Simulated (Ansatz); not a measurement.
Input, command and steps of an Ansatz relaxation.

```yaml
crystal:
  lattice:
    - [3.4624060607, 0.0, 0.0]
    - [-1.7312030304, 2.9985316068, 0.0]
    - [0.0, 0.0, 5.361648813]
  atoms:
    - { symbol: Tl, position: [0.3333333333, 0.6666666667, 0.25] }
    - { symbol: Tl, position: [0.6666666667, 0.3333333333, 0.75] }
basis:
  ecutwfc: 420
kpoints:
  mp_grid: { grid: [15, 15, 8] }
hamiltonian:
  xc: pbe
  dispersion: d3bj
scf:
  occupations: { method: gaussian, width: 0.1 }
output:
  forces: true
  stress: true
  eigenvalues: true
relax:
  adjacent_minimum: "off"
  f_tol: 0.01
  max_steps: 30
  cell: { stress_tol: 0.1, fix: [volume] }
```

```bash
ansatz run input.yaml --threads 1 --pin off --max-ram 2560MiB --backend cpu --events-out ev --progress --plain --runs-dir out
```

Computed with DFT PBE+D3(BJ), scalar-relativistic, plane waves, PAW in Ansatz.

The volume is held at 0.94 times that of the relaxed cell.

Of 6 frames 5 are shown, positions in Å and forces in eV/Å; the SCF threshold varies from step to step. Steps run on the plane waves of an earlier cell, with a Pulay correction in the pressure. The basis is chosen afresh for the last frame, the zero of the energies, and at times for earlier ones too; energy and pressure step there, also at an unchanged geometry. The mark taken_back stands on steps that the optimiser undid.

```xyz
2
Lattice="3.4624 0.0000 0.0000 -1.7312 2.9985 0.0000 0.0000 0.0000 5.3616" Properties=species:S:1:pos:R:3:forces:R:3 pbc="T T T" step=1 free_energy_over_end_meV_per_atom=0.32 pressure_GPa=2.39
Tl    0.0000    1.9990    1.3404    0.0000    0.0000    0.0000
Tl    1.7312    0.9995    4.0212    0.0000    0.0000    0.0000
2
Lattice="3.4592 0.0000 0.0000 -1.7296 2.9958 0.0000 0.0000 0.0000 5.3715" Properties=species:S:1:pos:R:3:forces:R:3 pbc="T T T" step=2 free_energy_over_end_meV_per_atom=0.25 pressure_GPa=2.38
Tl    0.0000    1.9972    1.3429    0.0000    0.0000    0.0000
Tl    1.7296    0.9986    4.0286    0.0000    0.0000    0.0000
2
Lattice="3.4451 0.0000 0.0000 -1.7226 2.9835 0.0000 0.0000 0.0000 5.4156" Properties=species:S:1:pos:R:3:forces:R:3 pbc="T T T" step=3 free_energy_over_end_meV_per_atom=0.05 pressure_GPa=2.35
Tl    0.0000    1.9890    1.3539    0.0000    0.0000    0.0000
Tl    1.7226    0.9945    4.0617    0.0000    0.0000    0.0000
2
Lattice="3.4270 0.0000 0.0000 -1.7135 2.9678 0.0000 0.0000 0.0000 5.4731" Properties=species:S:1:pos:R:3:forces:R:3 pbc="T T T" step=4 free_energy_over_end_meV_per_atom=0.12 pressure_GPa=2.30 taken_back
Tl    0.0000    1.9786    1.3683    0.0000    0.0000    0.0000
Tl    1.7135    0.9893    4.1048    0.0000    0.0000    0.0000
2
Lattice="3.4391 0.0000 0.0000 -1.7196 2.9784 0.0000 0.0000 0.0000 5.4344" Properties=species:S:1:pos:R:3:forces:R:3 pbc="T T T" step=6 free_energy_over_end_meV_per_atom=0.00 pressure_GPa=2.33
Tl    0.0000    1.9856    1.3586    0.0000    0.0000    0.0000
Tl    1.7196    0.9928    4.0758    0.0000    0.0000    0.0000
```

Time: 29 s on 1 thread of Arm Neoverse V2 (shared host), peak memory 0.39 GiB.

Spin–orbit coupling is left out, which can shift energies with elements as heavy as these.